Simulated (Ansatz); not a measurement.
Predict the output of the script below (Ansatz 0.2.0, Python API).

`polymorphs_cr.py`
```python
"""Polymorphs of Cr, after relaxing cells and atoms."""

import warnings

import ansatz as az
import numpy as np

PHASES = {
    "P6_3/mmc": (
        [[2.714, 0.0, 0.0], [-1.357, 2.350393, 0.0], [0.0, 0.0, 4.41]],
        [
            ("Cr", [1 / 3, 2 / 3, 0.25]),
            ("Cr", [2 / 3, 1 / 3, 0.75]),
        ],
    ),
    "Im-3m": (
        [[-1.44195, 1.44195, 1.44195], [1.44195, -1.44195, 1.44195], [1.44195, 1.44195, -1.44195]],
        [
            ("Cr", [0.0, 0.0, 0.0]),
        ],
    ),
}
MOMENTS = {"Cr": 3.0}  # parallel starting moments in muB


def build(vectors, sites):
    crystal = az.Crystal(lattice=az.Lattice.of(vectors))
    for symbol, position in sites:
        crystal = crystal.atom(symbol, position)
    return crystal


def ground_state(name, crystal):
    calc = (
        crystal.calculation()
        .functional("pbe")
        .basis(420)  # a bare number is in eV
        .scf(tolerance=1e-06, lower_state_search="off")
        .kpoints(spacing=0.3)
        .occupations("cold", width=0.1)
        .spin("collinear")
        .stress()  # positive in compression
        .band_table()
    )
    calc = calc.relax(force_tolerance=0.01, cell=True)
    return calc.run()


def pressure_gpa(outcome):
    return float(np.trace(outcome.report["stress_gpa"]) / 3)


def volume_per_atom(outcome):
    return abs(np.linalg.det(outcome.lattice.cell_ang)) / len(outcome.lattice.sites)

warnings.simplefilter("ignore", az.DeckWarning)

phases = {name: build(*cell) for name, cell in PHASES.items()}
for name in ["P6_3/mmc", "Im-3m"]:
    phases[name] = phases[name].moments({e: m for e, m in MOMENTS.items() if e in phases[name].species()})

done = {}
for name, crystal in phases.items():
    try:
        done[name] = ground_state(name, crystal)
    except az.NonConvergedError as error:
        print(name, "did not converge:", str(error)[:120])

energy = {name: o.report["energy_sigma0_ev"] / len(o.lattice.sites) for name, o in done.items()}
lowest = min(energy.values())
rows = [(name, len(o.lattice.sites), 1000 * (energy[name] - lowest), pressure_gpa(o), volume_per_atom(o), abs(o.report["magnetization_mub"]) / len(o.lattice.sites)) for name, o in done.items()]
rows.sort(key=lambda row: row[2])
print("     phase       atoms  dE (meV/atom)     P (GPa)  V (A^3/atom)  M (muB/atom)")
for row in rows:
    print(f"{str(row[0]):>10}  {row[1]:10d}  {row[2]:13.1f}  {row[3]:10.2f}  {row[4]:12.3f}  {row[5]:12.2f}")
print("lowest in energy:", rows[0][0])
```

Output of `python polymorphs_cr.py`:
```text
RunWarning: the starting moments were not kept: the SCF closed with an absolute magnetisation of 4.7e-5 μB, where they sum to 6 μB in size (2 sites). That is at most 0.1 of that sum. Measured as [...]
     phase       atoms  dE (meV/atom)     P (GPa)  V (A^3/atom)  M (muB/atom)
     Im-3m           1            0.0        0.00        11.562          0.00
  P6_3/mmc           2          393.6        0.00        11.892          0.00
lowest in energy: Im-3m
```
(Warnings from the package without file and line, shortened, repeats left out.)

By space group at the end of each run: Im-3m (+0 meV an atom, 11.6 Å³) and P6_3/mmc (+394 meV an atom, 11.9 Å³).

These settings explore the input space; cutoff and mesh may be short of convergence. The SCF didn't keep the moments it started from (some shrank, vanished or turned); what is printed is the state reached. For the metals among these phases the mesh is modest: differences between phases can be off by up to 40 meV an atom. Pressure is positive in compression. The cells come from databases of deposited and of computed structures, and not all need be stable phases. The ranking holds among these structures alone, at zero temperature; the ground state may be another structure. Magnetic phases start from parallel moments and may not end in their lowest magnetic state. Differences under about 40 meV an atom lie within the error of mesh and functional. The script silences the warnings on its input, which a real study should read. Hardware and time: 36 s on 1 thread of Arm Neoverse V2, with other jobs on the host, peak memory 0.38 GiB.

(Lines on the test bed's own set-up are left out of the output.)
